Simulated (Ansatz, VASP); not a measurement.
# Te2Mo in VASP and in Ansatz

```
Te Mo
1.0
     3.49405    0.00000    0.00000
    -1.74702    3.02594    0.00000
     0.00000    0.00000   14.01012
Te Mo
4 2
Direct
  0.33333 0.66667 0.62113
  0.66667 0.33333 0.12113
  0.33333 0.66667 0.87887
  0.66667 0.33333 0.37887
  0.33333 0.66667 0.25000
  0.66667 0.33333 0.75000
```

Alike in both runs: functional PBEsol; k mesh 9 × 9 × 2; occupations gaussian, width 0.02 eV; no spin polarisation.

Ansatz relaxed the structure, and its values are those at the end. VASP's run is a single point on that final structure, the one shown.

|  | VASP | Ansatz |
| --- | --- | --- |
| version | VASP 6.6.1 | Ansatz 0.2.0 |
| potentials or method | VASP PAW PBE potentials, release 64 (Te, Mo_sv) | scalar-relativistic, plane waves, PAW |
| plane-wave cutoff (eV) | 520 | 420 |
| valence electrons in the cell | 52 | 92 |

|  | VASP | Ansatz | Ansatz less VASP |
| --- | --- | --- | --- |
| gap on the k mesh at the Fermi level (eV) | 0.79 | 0.80 | +0.007 |
| least direct gap on the mesh (eV) | 1.09 | 1.09 | +0.001 |
| pressure (GPa) | 0.1 | 0.0 | -0.13 |
| rms of the force components (eV/Å) | 0.013 | 0.001 | -0.0118 |

The functional is the same, so the differences come from potentials, cutoffs and numerics. The two sets of potentials don't hold the same shells in valence.

Caveats: the PAW data sets were made with another functional, which shifts forces and pressure a little (VASP); spin-orbit coupling is left out, which moves the levels of the heavy elements; an odd mesh through Γ misses points on the zone boundary, where band edges often lie; this functional lacks dispersion, which binds the layers, so the pressure and a relaxed spacing across them are unreliable.
